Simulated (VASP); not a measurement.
Input of a VASP 6.6.1 run:

Contents of INCAR:

```
SYSTEM = PtSe2
ALGO = Normal
EDIFF = 1E-7
EDIFFG = -0.005
ENCUT = 600
IBRION = 2
ISIF = 3
ISMEAR = 0
LASPH = .TRUE.
LATTICE_CONSTRAINTS = .TRUE. .TRUE. .FALSE.
LCHARG = .FALSE.
LREAL = .FALSE.
LWAVE = .FALSE.
NELM = 80
NSW = 90
PREC = Accurate
SIGMA = 0.03
```

File KPOINTS:

```
k-points
0
G
  9 9 1
  0 0 0
```

The input POSCAR:

```
PtSe2                                   
1.0
    3.6765085947     -0.0000000000      0.0000000000
   -1.8382542974      3.1839498367      0.0000000000
    0.0000000000      0.0000000000     20.5310000000
  Se              Pt            
     2     1
Direct
     0.6666666699999979    0.3333333300000021    0.4370090562312366
     0.3333333300000021    0.6666666699999979    0.5629909437687635
     0.0000000000000000    0.0000000000000000    0.5000000000000000
```

Potentials or basis: VASP PAW LDA potentials, release 64 (Se, Pt).

Run with:

```bash
$ cat potpaw_LDA.64/Se/POTCAR potpaw_LDA.64/Pt/POTCAR > POTCAR
$ mpirun -np 1 vasp_std > vasp.out
```

Question: What does it give for the relaxed cell?

Answer: a = 3.676 Å, b = 3.676 Å, c = 20.531 Å, α = 90.00°, β = 90.00°, γ = 120.00°.

Question: Estimate the relaxed volume.

Answer: 80.09 Å³/atom.

Final structure:
```cif
data_structure
_symmetry_space_group_name_H-M 'P 1'
_symmetry_Int_Tables_number 1
_cell_length_a 3.6760
_cell_length_b 3.6760
_cell_length_c 20.5310
_cell_angle_alpha 90.000
_cell_angle_beta 90.000
_cell_angle_gamma 120.000
_cell_volume 240.27
loop_
_atom_site_label
_atom_site_type_symbol
_atom_site_fract_x
_atom_site_fract_y
_atom_site_fract_z
_atom_site_occupancy
Se1 Se 0.66667 0.33333 0.43701 1
Se2 Se 0.33333 0.66667 0.56299 1
Pt1 Pt 0.00000 0.00000 0.50000 1
```
